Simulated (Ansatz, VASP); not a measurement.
## Te (dimer Te chain): VASP beside Ansatz

One calculation is typed for both programs; each brings its own data sets. How far apart do they land? The structure shown is the start of the Ansatz relaxation below; VASP solves that cell, so the two are compared at the walk's first step.

Program: Ansatz 0.2.0. Level of theory: plane waves, with VASP 6.6.1 beside it; single point at PBE, single point at RPBE and single point at r2SCAN. Results are calculated unless marked as measured.

## (1) Starting point

The cell holds 2 atoms: 2 Te. Cell: a = 7.500 Å, b = 7.500 Å, c = 5.244 Å, α = 90.0°, β = 90.0°, γ = 90.0°. Vacuum lies along a and b. The structure's axis is c.

## (2) Ansatz: relaxation, PBE

Ansatz runs on its default PAW (the set named soft_2) files.

The two programs are compared at the cell with which this relaxation starts, whose forces are those of its first step.

Input file input.yaml:

```yaml
crystal:
  lattice:
    - [7.5, 0.0, 0.0]
    - [0.0, 7.5, 0.0]
    - [0.0, 0.0, 5.244]
  atoms:
    - { symbol: Te, position: [0.5, 0.5, 0.0], spin: 0.3 }
    - { symbol: Te, position: [0.5, 0.5, 0.45], spin: 0.3 }
magnetization:
  spin_polarized: true
kpoints:
  mp_grid: { grid: [1, 1, 16] }
scf:
  occupations: { method: fermi_dirac, width: 0.05 }
hamiltonian:
  xc: pbe
relax:
  cell: { fix: [a, b, alpha, beta, gamma] }
  max_steps: 60
```

Started as:

```bash
> ansatz run input.yaml --threads 4 --pin off --max-ram 8192MiB --backend cpu --events-out ev --progress --plain --runs-dir out
```

Numbers of over 12 decimals in the logs are rounded to 6 here.

The program printed:

```text
Engine: ansatz 0.2.0, x86_64-unknown-linux-gnu
Pseudopotentials: kind: paw
Pseudopotential: Te, paw, valence charge 16, recommended cutoff 420 eV (normal), Te.paw.azcp
Functional definition: PBE
  parameter kappa = 0.804
  parameter beta = 0.066725
  exchange = pbe_x(kappa = kappa, mu = beta*pi^2/3)
  correlation = pbe_c(beta = beta)
Crystal: 2 atoms, lattice volume = 294.975 Å³
Basis set: ecut = 420 eV, 5785 PW (Γ), exchange–correlation on 108×108×72 points (8 copies of the dense FFT grid, shifted against one another)
Bands: 21, of which v1, the nominal top of the filled ones, is band 16 counted from 1 (15 counted from 0)
Symmetry: 16 space group operations
Space group: P4/mmm (ITA 123), of the structure as read, at distance tolerance 6.7e-5 Å
Magnetic group: BNS 123.339 (UNI 999), of the structure as read, at distance tolerance 6.7e-5 Å
k-points: 9 of 16
Non-local potential: Te, projectors of the file, l = 0: 2, l = 1: 2, l = 2: 2, l = 3: 2
PAW form: soft (Blöchl's): semilocal exchange-correlation on the pseudo side does not see the compensation charge
PAW one-centre angular grid: Te, 590 points (default); XC on 64 Gauss nodes
Initial density: superposition of atomic densities (neutral atoms: chi_scale 0, normalization atom)
Starting moments: Σ|m| = 0.6 μB on 2 of 2 sites
Initial wavefunctions: pseudopotential atomic-orbital guess
Functional: x = pbe(κ = 0.804, μ = 0.219515), c = pbe(β = 0.066725)
iter 1 solved again at ethr=3.74e-4 eV; its pass at ethr=3.10e-3 eV (dr2=1.20e-1 eV) is discarded
SCF iter   1: F=—  HF=-13957.920699 eV  |F-HF|=—  |Δ(HF+E_count)|=         —  Δρ=7.25e-3 (↑7.25e-3 ↓7.23e-3)  dr2=1.28e-1  dr2_m=1.15e-1  M=0.109 μB ∫|m|=0.109 μB  β_m=0.30  ethr=3.74e-4  ⟨swp⟩=1.0  Hψ=2579  notcnv=0
preconditioner: auto → LDOS  [metal: Δε(μ)=0.092 eV  Ē_g=7.782 eV  σ=0.050 eV  W_gap=0.43  n_scr=38 (ndim 8)  ℏωp=6.8 eV  f_vac=0.657  D(μ)=2.07/eV (n_scr^D=4)]
spin=Collinear: LDOS preconditioning applied to the charge; magnetization (m = ρ↑ − ρ↓) channel mixes plain (no charge-response kernel on spin).
SCF iter   2: F=—  HF=-13957.906841 eV  |F-HF|=—  |Δ(HF+E_count)|=   1.39e-2  Δρ=5.10e-3 (↑5.10e-3 ↓5.04e-3)  dr2=5.59e-2  dr2_m=5.75e-2  M=0.094 μB ∫|m|=0.094 μB  β_m=0.30  ethr=3.74e-4  ⟨swp⟩=2.3  Hψ=466  notcnv=0
SCF iter   3: F=—  HF=-13957.898924 eV  |F-HF|=—  |Δ(HF+E_count)|=   7.92e-3  Δρ=3.35e-3 (↑3.35e-3 ↓3.26e-3)  dr2=4.03e-3  dr2_m=2.88e-2  M=0.081 μB ∫|m|=0.081 μB  β_m=0.30  ethr=1.75e-4  ⟨swp⟩=3.1  Hψ=618  notcnv=0
SCF iter   4: F=—  HF=-13957.901223 eV  |F-HF|=—  |Δ(HF+E_count)|=   2.30e-3  Δρ=2.35e-3 (↑2.30e-3 ↓2.35e-3)  dr2=1.16e-3  dr2_m=1.44e-2  M=0.070 μB ∫|m|=0.071 μB  β_m=0.30  ethr=1.26e-5  ⟨swp⟩=2.0  Hψ=757  notcnv=0
SCF iter   5: F=—  HF=-13957.902541 eV  |F-HF|=—  |Δ(HF+E_count)|=   1.32e-3  Δρ=1.67e-3 (↑1.63e-3 ↓1.67e-3)  dr2=3.49e-4  dr2_m=7.26e-3  M=0.061 μB ∫|m|=0.061 μB  β_m=0.30  ethr=3.62e-6  ⟨swp⟩=3.0  Hψ=734  notcnv=0
SCF iter   6: F=—  HF=-13957.903290 eV  |F-HF|=—  |Δ(HF+E_count)|=   7.49e-4  Δρ=1.18e-3 (↑1.15e-3 ↓1.18e-3)  dr2=2.17e-5  dr2_m=3.67e-3  M=0.053 μB ∫|m|=0.054 μB  β_m=0.30  ethr=1.09e-6  ⟨swp⟩=2.0  Hψ=540  notcnv=0
SCF iter   7: F=—  HF=-13957.903643 eV  |F-HF|=—  |Δ(HF+E_count)|=   3.53e-4  Δρ=8.31e-4 (↑8.31e-4 ↓8.30e-4)  dr2=1.89e-6  dr2_m=1.86e-3  M=0.047 μB ∫|m|=0.047 μB  β_m=0.30  ethr=6.78e-8  ⟨swp⟩=2.3  Hψ=624  notcnv=0
Mixer restart at iter 7: flushing history
spin-set hold released at iteration 7 (site moments contracting): the magnetisation degrees of freedom join the quasi-Newton model from the next iteration; the mixer history was flushed
SCF iter   8: F=—  HF=-13957.903860 eV  |F-HF|=—  |Δ(HF+E_count)|=   2.17e-4  Δρ=5.95e-4 (↑5.95e-4 ↓5.94e-4)  dr2=7.31e-7  dr2_m=9.56e-4  M=0.041 μB ∫|m|=0.041 μB  β_m=0.65  ethr=5.92e-9  ⟨swp⟩=2.5  Hψ=612  notcnv=0
SCF iter   9: F=—  HF=-13957.904188 eV  |F-HF|=—  |Δ(HF+E_count)|=   3.28e-4  Δρ=6.48e-5 (↑6.39e-5 ↓6.48e-5)  dr2=1.82e-7  dr2_m=1.12e-5  M=0.020 μB ∫|m|=0.020 μB  β_m=0.82  ethr=2.29e-9  ⟨swp⟩=3.0  Hψ=782  notcnv=0
SCF iter  10: F=—  HF=-13957.904247 eV  |F-HF|=—  |Δ(HF+E_count)|=   5.95e-5  Δρ=3.95e-5 (↑3.88e-5 ↓3.95e-5)  dr2=3.69e-7  dr2_m=4.08e-6  M=0.012 μB ∫|m|=0.013 μB  β_m=0.91  ethr=5.69e-10  ⟨swp⟩=3.5  Hψ=797  notcnv=0
SCF iter  11: F=—  HF=-13957.904269 eV  |F-HF|=—  |Δ(HF+E_count)|=   2.15e-5  Δρ=1.62e-5 (↑1.62e-5 ↓1.53e-5)  dr2=3.28e-6  dr2_m=1.85e-7  M=0.003 μB ∫|m|=0.003 μB  β_m=0.70  ethr=5.69e-10  ⟨swp⟩=4.5  Hψ=1055  notcnv=0
SCF iter  12: F=—  HF=-13957.904269 eV  |F-HF|=—  |Δ(HF+E_count)|=   8.88e-8  Δρ=2.24e-6 (↑2.24e-6 ↓2.12e-6)  dr2=1.28e-9  dr2_m=1.26e-8  M=0.001 μB ∫|m|=0.001 μB  β_m=0.85  ethr=3.13e-10  ⟨swp⟩=2.9  Hψ=1572  notcnv=0
SCF iter  13: F=—  HF=-13957.904269 eV  |F-HF|=—  |Δ(HF+E_count)|=   7.51e-8  Δρ=2.22e-7 (↑2.22e-7 ↓2.09e-7)  dr2=9.01e-11  dr2_m=1.08e-10  M=0.000 μB ∫|m|=0.000 μB  β_m=0.93  ethr=4.00e-12  ⟨swp⟩=4.6  Hψ=1156  notcnv=0
[...]
SCF 8 converged in 5 iterations: F = -13958.630064 eV  dr2 = 3.72e-9
relax step   8: F+E_penalty+E_count = -13958.63006442 eV  Δ(F+E_penalty+E_count) = -3.131e-4 eV  max|allowed force component| = 3.255e-2 eV/Å  Δτ_max = 0.0024 Å  P = +0.092 GPa  Ω = 314.632 Å³  energy of the carried Pulay correction = -7.171e-4 eV  fix = [a, b, alpha, beta, gamma]  reactions: a +0.162, b +0.162 GPa  (5 SCF iters, dr2 threshold 2.00e-7 eV, accepted)
[...]
relax step   9: F+E_penalty+E_count = -13958.63014767 eV  Δ(F+E_penalty+E_count) = -8.325e-5 eV  max|allowed force component| = 1.509e-3 eV/Å  Δτ_max = 0.0022 Å  P = +0.109 GPa  Ω = 314.576 Å³  energy of the carried Pulay correction = -7.151e-4 eV  fix = [a, b, alpha, beta, gamma]  reactions: a +0.162, b +0.162 GPa  (5 SCF iters, dr2 threshold 6.62e-8 eV, accepted)
[...]
relax step  10: F+E_penalty+E_count = -13958.63082086 eV  Δ(F+E_penalty+E_count) = -6.732e-4 eV  max|allowed force component| = 2.146e-3 eV/Å  Δτ_max = 0.0000 Å  P = +0.107 GPa  Ω = 314.576 Å³  fix = [a, b, alpha, beta, gamma]  reactions: a +0.160, b +0.160 GPa  stress off target by 2.56e-4 GPa on what of the cell is left free  SCF on the basis re-selected at this cell (its energy is not comparable with the rows above)  (11 SCF iters)
basis re-selected at this cell: Δ(F+E_penalty+E_count) = -6.732e-4 eV, ΔP = -0.001 GPa vs the last step (what re-selecting the basis moved, of the pressure what is left beyond the Pulay correction that the steps carried, after the strain that the cell walked since its last selection, with what the two solves' SCF thresholds leave and, on support functions, any second-order correction that the steps lacked; it is no measure of the basis error at this ecutwfc). The dense FFT grid was sized anew with the basis: this SCF ran on 54×54×40 points, the steps before it on 54×54×36, so part of this shift can come from that change (see relax.cell in the input reference). [rest of the remark cut]
SCF converged after 11 iterations
Magnetization: -0.0000 μB (16.0000 up, 16.0000 down)
Absolute magnetization: 0.0000 μB (∫|ρ↑−ρ↓|, with the PAW one-centre terms)
Spin contamination: 0.0000 ħ² per cell (⟨S²⟩ above its minimum at these occupations)
Per-site moments (μB) at R_I (Å): [(-1.2010971576914762e-8, 1.097525), (-1.201097161637896e-8, 1.097525)]
Free energy (F): -13958.630821 eV
Harris-Foulkes:  -13958.630821 eV  (|F-HF|=1.27e-11)
Internal energy: -13958.612040 eV  (E = F + TS)
E sigma→0 (E₀):  -13958.621431 eV
Entropy (-TS):   -0.018780 eV (-9.390 meV/atom)
Fermi energy:    -2.262741 eV
--- Per-component energies (eV) ---
  E_band       = -862.554743
  E_kinetic    = 358.646626
  E_local      = -6309.730298  (includes V_loc(G=0)·N_el)
  E_nonlocal   = -620.537021
  E_hartree    = 3336.642672
  E_xc         = -246.056631
  E_vxc        = -204.622129  (∫ρ·V_xc dr)
  E_paw        = -9324.445192  (= ΣΔE_a)
  E_vpaw       = -759.596632  (= ΣTr[D̂ρ^β])
  E_aug_tail   = -0.000379  (compensation charges beyond the density's cutoff)
  E_ewald      = -1153.131818
  E_smearing   = -0.018780  (= −TS)
  E_closure    = -0.000000  (closes the sum)
  Σ components = -13958.630821   (vs F -13958.630821, Δ=0.00e0)
--- Forces (eV/Å), atoms counted from 1 ---
  atom   1  Te     0.00000000     0.00000000     0.00214620
  atom   2  Te     0.00000000     0.00000000    -0.00214620
  max |Σ_I F_I| component: 2.52e-29 eV/Å
--- Stress (GPa, compression-positive) ---
        0.160493       0.000000       0.000000
        0.000000       0.160493       0.000000
        0.000000       0.000000       0.000256
  P = ⅓ Tr σ = 0.1071 GPa (1.071 kbar)
--- Relaxed structure (9 steps of the walk, 9 accepted, 1 SCFs on fresh bases) ---
  F+E_penalty+E_count = -13958.63082086 eV   max|allowed force component| = 2.146e-3 eV/Å   (the final SCF, on the basis selected at the relaxed cell)
  cell:  # Å, volume = 314.5756 Å³
    - [7.5, 0.0, 0.0]
    - [0.0, 7.5, 0.0]
    - [0.0, 0.0, 5.592456]
  atoms:
    - { symbol: Te, position: [0.5, 0.5, -0.037120] }
    - { symbol: Te, position: [0.5, 0.5, 0.487120] }
```

The column dr2 measures how far the density is from self-consistency, as an energy; F and HF (Harris–Foulkes) agree once it is small.

## (3) VASP: single point, PBE, start cell

The same cell, functional, mesh and smearing now go to VASP, with its own data sets.

Lines of VASP's logs that name or quote its potential files are left out, and so is its time.

Input file INCAR:

```
SYSTEM = Te
PREC = Accurate
ENCUT = 400
EDIFF = 1E-06
NELM = 200
ISMEAR = -1
SIGMA = 0.05
LREAL = .FALSE.
ALGO = Normal
GGA = PE
NBANDS = 13
ISPIN = 2
MAGMOM = -0 -0
LORBIT = 11
LWAVE = .FALSE.
LCHARG = .FALSE.
ISIF = 2
LASPH = .TRUE.
GGA_COMPAT = .FALSE.
KPAR = 2
```

Input file POSCAR:

```
Te
1.0
    7.5000000000      0.0000000000      0.0000000000
    0.0000000000      7.5000000000      0.0000000000
    0.0000000000      0.0000000000      5.2440000000
Te
2
Direct
    0.5000000000      0.5000000000      0.0000000000
    0.5000000000      0.5000000000      0.4500000000
```

Input file KPOINTS:

```
Automatic mesh
0
Gamma
1 1 16
0 0 0
```

The projector-augmented-wave data sets are Te (PBE family, release 64).

Started as:

```bash
> mpirun -np 2 vasp_std
```

The program printed:

```text
[banner, memory and clock lines left out]
running    2 mpi-ranks, on    1 nodes
 distrk:  each k-point on    1 cores,    2 groups
 distr:  one band on    1 cores,    1 groups

 POSCAR found type information on POSCAR Te
 POSCAR found :  1 types and       2 ions
 LDA part: xc-table for (Slater+PW92), standard interpolation
 POSCAR, INCAR and KPOINTS ok, starting setup
 FFT: planning ... GRIDC
 FFT: planning ... GRID_SOFT
 FFT: planning ... GRID
 WAVECAR not read
 entering main loop
       N       E                     dE             d eps       ncg     rms          rms(c)
DAV:   1     0.640803726171E+02    0.64080E+02   -0.30171E+03   468   0.491E+02
DAV:   2     0.245947670332E+01   -0.61621E+02   -0.57867E+02   705   0.962E+01
DAV:   3    -0.410585290878E+01   -0.65653E+01   -0.65122E+01   603   0.363E+01
DAV:   4    -0.431042862291E+01   -0.20458E+00   -0.20438E+00   604   0.780E+00
DAV:   5    -0.431542838985E+01   -0.49998E-02   -0.49996E-02   706   0.136E+00    0.120E+01
DAV:   6    -0.427678382098E+01    0.38645E-01   -0.30997E-02   583   0.774E-01    0.698E+00
DAV:   7    -0.425896891040E+01    0.17815E-01   -0.53261E-02   568   0.996E-01    0.395E-01
DAV:   8    -0.425880372245E+01    0.16519E-03   -0.16733E-03   518   0.255E-01    0.211E-01
DAV:   9    -0.425883479710E+01   -0.31075E-04   -0.10456E-04   575   0.636E-02    0.799E-02
DAV:  10    -0.425897659541E+01   -0.14180E-03   -0.29358E-05   483   0.306E-02    0.340E-02
DAV:  11    -0.425926616050E+01   -0.28957E-03   -0.49497E-05   488   0.380E-02    0.123E-02
DAV:  12    -0.425939608772E+01   -0.12993E-03   -0.12625E-05   559   0.191E-02    0.146E-02
DAV:  13    -0.425948663423E+01   -0.90547E-04   -0.91594E-06   503   0.160E-02    0.547E-03
DAV:  14    -0.425951737130E+01   -0.30737E-04   -0.41243E-06   590   0.943E-03    0.185E-03
DAV:  15    -0.425952404833E+01   -0.66770E-05   -0.36147E-07   495   0.287E-03    0.159E-03
DAV:  16    -0.425953219752E+01   -0.81492E-05   -0.58186E-07   516   0.322E-03    0.111E-03
DAV:  17    -0.425953367622E+01   -0.14787E-05   -0.13426E-07   518   0.158E-03    0.647E-04
DAV:  18    -0.425953373854E+01   -0.62322E-07   -0.79773E-09   481   0.427E-04
   1 F= -.42595337E+01 E0= -.42506154E+01  d E =-.178368E-01  mag=     0.0000
```

Parts of OUTCAR (step 3):

```text
ion  position               nearest neighbor table
   1  0.500  0.500  0.000-   2 2.36   2 2.88
   2  0.500  0.500  0.450-   1 2.36   1 2.88

  LATTYP: Found a simple tetragonal cell.
 ALAT       =     7.5000000000
 C/A-ratio  =     0.6992000000

 Subroutine GETGRP returns: Found 16 space group operations
 (whereof  8 operations were pure point group operations)

The static configuration has the point symmetry C_4v.
 The point group associated with its full space group is D_4h.

 Found      9 irreducible k-points:

   k-points           NKPTS =      9   k-points in BZ     NKDIM =      9   number of bands    NBANDS=     13

   dimension x,y,z NGX =    50 NGY =   50 NGZ =   36
   dimension x,y,z NGXF=   100 NGYF=  100 NGZF=   72

   ENCUT  =  400.0 eV  29.40 Ry    5.42 a.u.  12.23 12.23  8.55*2*pi/ulx,y,z

   NELECT =      12.0000    total number of electrons

 k-points in reciprocal lattice and weights: Automatic mesh
   0.00000000  0.00000000  0.00000000       0.062
   0.00000000  0.00000000  0.06250000       0.125
   0.00000000  0.00000000  0.12500000       0.125
   0.00000000  0.00000000  0.18750000       0.125
   0.00000000  0.00000000  0.25000000       0.125
   0.00000000  0.00000000  0.31250000       0.125
   0.00000000  0.00000000  0.37500000       0.125
   0.00000000  0.00000000  0.43750000       0.125
   0.00000000  0.00000000  0.50000000       0.062

 average (electrostatic) potential at core
       1 -96.8524       2 -96.8524

 E-fermi :  -2.3364

 spin component 1
 k-point     1 :       0.0000    0.0000    0.0000
  band No.  band energies     occupation
      1     -15.7074      1.00000
      2     -10.1652      1.00000
      3      -8.0834      1.00000
      4      -5.5067      1.00000
      5      -5.5067      1.00000
      6      -1.4342      0.00000
      7      -1.4342      0.00000
      8       0.7779      0.00000
      9       2.2292      0.00000
     10       3.2954      0.00000
    ...

 k-point     2 :       0.0000    0.0000    0.0625
  band No.  band energies     occupation
      1     -15.6920      1.00000
      2     -10.3636      1.00000
      3      -7.8322      1.00000
      4      -5.4871      1.00000
      5      -5.4871      1.00000
      6      -1.5092      0.00000
      7      -1.5092      0.00000
      8       0.7982      0.00000
      9       2.2498      0.00000
     10       3.3152      0.00000
    ...

 k-point     3 :       0.0000    0.0000    0.1250
  band No.  band energies     occupation
      1     -15.6467      1.00000
      2     -10.7928      1.00000
      3      -7.2449      1.00000
      4      -5.4287      1.00000
      5      -5.4287      1.00000
      6      -1.7143      0.00000
      7      -1.7143      0.00000
      8       0.8589      0.00000
      9       2.3116      0.00000
     10       3.3743      0.00000
    ...

 k-point     4 :       0.0000    0.0000    0.1875
  band No.  band energies     occupation
      1     -15.5741      1.00000
      2     -11.2709      1.00000
      3      -6.5033      1.00000
      4      -5.3338      1.00000
      5      -5.3338      1.00000
      6      -2.0052      0.00133
      7      -2.0052      0.00133
      8       0.9590      0.00000
      9       2.4145      0.00000
     10       3.4725      0.00000
    ...

 k-point     5 :       0.0000    0.0000    0.2500
  band No.  band energies     occupation
      1     -15.4794      1.00000
      2     -11.7255      1.00000
      3      -5.6807      1.00000
      4      -5.2064      1.00000
      5      -5.2064      1.00000
      6      -2.3364      0.49998
      7      -2.3364      0.49998
      8       1.0951      0.00000
      9       2.5580      0.00000
     10       3.1787      0.00000
    ...

 k-point     6 :       0.0000    0.0000    0.3125
  band No.  band energies     occupation
    ...
      3      -5.0549      1.00000
      4      -5.0549      1.00000
      5      -4.8131      1.00000
      6      -2.6697      0.99873
      7      -2.6697      0.99873
      8       1.2446      0.00000
      9       2.1620      0.00000
     10       2.7416      0.00000
     11       3.3381      0.00000
     12       3.7820      0.00000
    ...

  Total        0.2819148      0.2819148     16.8865681      0.0000000      0.0000000      0.0000000
  in kB        1.5312397      1.5312397     91.7205748      0.0000000      0.0000000      0.0000000
  external PRESSURE =      31.5943514 kB  Pullay stress =       0.0000000 kB

  energy-cutoff  :      400.00
  volume of cell :      294.97
      direct lattice vectors                 reciprocal lattice vectors
     7.500000000  0.000000000  0.000000000     0.133333333  0.000000000  0.000000000
     0.000000000  7.500000000  0.000000000     0.000000000  0.133333333  0.000000000
     0.000000000  0.000000000  5.244000000     0.000000000  0.000000000  0.190694127

 POSITION                                       TOTAL-FORCE (eV/Angst)
 -----------------------------------------------------------------------------------
      3.75000      3.75000      0.00000         0.000000     -0.000000     -4.943798
      3.75000      3.75000      2.35980        -0.000000      0.000000      4.943798
 -----------------------------------------------------------------------------------
    total drift:                                0.000000     -0.000000     -0.000015

  FREE ENERGIE OF THE ION-ELECTRON SYSTEM (eV)
  ---------------------------------------------------
  free  energy   TOTEN  =        -4.2595337385 eV

  energy  without entropy=       -4.2416969772  energy(sigma->0) =       -4.25061536

 total charge
# of ion       s       p       d       tot
------------------------------------------
    1        1.420   1.973   0.068   3.461
    2        1.420   1.973   0.068   3.461
--------------------------------------------------
tot          2.840   3.946   0.137   6.923

 magnetization (x)
# of ion       s       p       d       tot
------------------------------------------
    1        0.000   0.000   0.000   0.000
    2        0.000   0.000   0.000   0.000
--------------------------------------------------
tot          0.000   0.000   0.000   0.000

[... 5 further parts left out ...]
```

## (4) Comparison

Known differences besides the potentials themselves: the data sets hold 32 valence electrons in Ansatz (on its default PAW (the set named soft_2) files) and 12 in VASP; the cutoff is 420 eV in Ansatz and 400 eV in VASP. Total energies have different zeros and are not compared.

Forces (eV/Å; atoms numbered as in POSCAR):

```tsv
atom	Ansatz x, y, z	VASP x, y, z
Te1	0.000, 0.000, -4.781	0.000, 0.000, -4.944
Te2	0.000, 0.000, 4.781	0.000, 0.000, 4.944
```

The forces differ by 94 meV/Å r.m.s., which is 3.3 % of the r.m.s. force of 2.854 eV/Å (both taken over all components). Moments aren't recorded for both runs of this pair, so they may hold unlike magnetic states.

## (5) Further runs

Further runs change the set-up of one program: Ansatz's method, potentials or start, or VASP's data sets, cutoff or form of LDA. The table gives that difference for each run.

```tsv
run	r.m.s. force difference (meV/Å)
as above	94
VASP with the data sets Te_sv_GW and a cutoff of 520 eV	6.1
```

[end of part 1 of 2]

[Lines on the potential files, build, host, timing and source positions are cut from VASP's logs without a mark.]

[Logs are printed without paths, hosts, clocks, repeated set-up lines and the standing remarks that a program may print on its own settings, such as how far it seeks lower states.]

[Hosts, paths, dates, database ids (printed as entryN), source tags and the programs' standing remarks are cut or masked in the printed files.]
